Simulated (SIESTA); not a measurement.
Crystal: SrCl2.

```xyz
3
Lattice="0.0000 3.4884 3.4884 3.4884 0.0000 3.4884 3.4884 3.4884 0.0000" Properties=species:S:1:pos:R:3 pbc="T T T"
Sr    0.0000    0.0000    0.0000
Cl    5.2325    5.2325    5.2325
Cl    1.7442    1.7442    1.7442
```

Base run:

| Item | Value |
| --- | --- |
| Program | SIESTA 5.4.2 |
| Functional | PBE |
| Potentials or basis | PseudoDojo 0.4 standard (PBE files) |
| Basis | DZP (energy shift 0.003 Ry; two zetas on semicore shells; d shell added on Sr) |
| Grid cutoff | 800 Ry |
| Energy shift | 0.003 Ry |
| k mesh | 7 × 7 × 7 |
| Occupations | fermi-dirac, width 0.05 eV |
| Spin | no spin polarisation |

Its results: band gap on the k mesh 5.50 eV, indirect (least direct gap 5.80 eV); pressure 1.2 GPa.

Q: The run is repeated on the same cell with these changes: functional from PBE to vdW-DF-cx. What comes out?

A: Band gap on the k mesh 5.46 eV, indirect (least direct gap 5.77 eV); pressure -0.3 GPa.

Caveats: the basis of atomic orbitals isn't converged, which shifts pressures, moduli and gaps; an odd mesh through Γ misses points on the zone boundary, where band edges often lie (some runs); the potentials were made for another functional, which shifts forces and pressure (some runs).
